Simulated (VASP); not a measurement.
## A VASP 6.6.1 single-point calculation on BP

INCAR

```
GGA = PE
ISMEAR = -1
LCHARG = .FALSE.
LASPH = .TRUE.
IVDW = 12
NBANDS = 11
NSW = 0
NELM = 78
ISIF = 2
ENCUT = 200
IBRION = -1
SIGMA = 0.02
LREAL = .FALSE.
PREC = Accurate
LWAVE = .FALSE.
EDIFF = 1E-7
```

KPOINTS

```
KPOINTS created by Atomic Simulation Environment
0
Gamma
10 10 10
0 0 0
```

POSCAR

```
B  P
 1.0000000000000000
     0.0000000000000000    2.3590482957000001    2.3590482957000001
     2.3590482957000001    0.0000000000000000    2.3590482957000001
     2.3590482957000001    2.3590482957000001    0.0000000000000000
 B   P
   1   1
Cartesian
  0.0000000000000000  0.0000000000000000  0.0000000000000000
  1.1795241478499998  1.1795241478499998  1.1795241478499998
```

The recommended PBE PAW datasets give the neutral cell 8 valence electrons.

Command

```
mpirun -np 1 vasp_std
```

Problem. Predict the outcome of this run.

Solution. It converged. Results: gap between bands v and c on the k mesh 1.38 eV; least direct gap on the k mesh 3.26 eV; pressure -24.4 GPa. Band v is the last that the valence electrons fill when counted band by band, and c is the next.

OSZICAR

```
N       E                     dE             d eps       ncg     rms          rms(c)
DAV:   1    -0.240081810037E+01   -0.24008E+01   -0.21148E+03  1107   0.294E+02
DAV:   2    -0.128221293725E+02   -0.10421E+02   -0.10147E+02  1394   0.639E+01
DAV:   3    -0.129993910793E+02   -0.17726E+00   -0.17716E+00  1257   0.743E+00
DAV:   4    -0.129998525084E+02   -0.46143E-03   -0.46141E-03  1191   0.451E-01
DAV:   5    -0.129998542789E+02   -0.17705E-05   -0.17707E-05  1262   0.249E-02    0.806E+00
DAV:   6    -0.126434421792E+02    0.35641E+00   -0.80271E-01  1151   0.336E+00    0.460E+00
DAV:   7    -0.125797543216E+02    0.63688E-01   -0.13918E-01  1232   0.175E+00    0.150E+00
DAV:   8    -0.125748289489E+02    0.49254E-02   -0.18231E-02  1192   0.682E-01    0.158E-01
DAV:   9    -0.125751869198E+02   -0.35797E-03   -0.63883E-04  1169   0.154E-01    0.612E-02
DAV:  10    -0.125753277460E+02   -0.14083E-03   -0.17046E-04  1179   0.758E-02    0.200E-02
DAV:  11    -0.125753385132E+02   -0.10767E-04   -0.88287E-06  1315   0.199E-02    0.207E-02
DAV:  12    -0.125753397839E+02   -0.12707E-05   -0.29869E-06  1139   0.932E-03    0.910E-03
DAV:  13    -0.125753397399E+02    0.44078E-07   -0.65950E-08   962   0.159E-03
   1 F= -.13150661E+02 E0= -.13150661E+02  d E =-.104204E-10
```

For comparison, a separate PBE run of the intended cell, on usual settings and not on those above, gives a gap of 1.39 eV on its mesh and a pressure of -14.5 GPa.
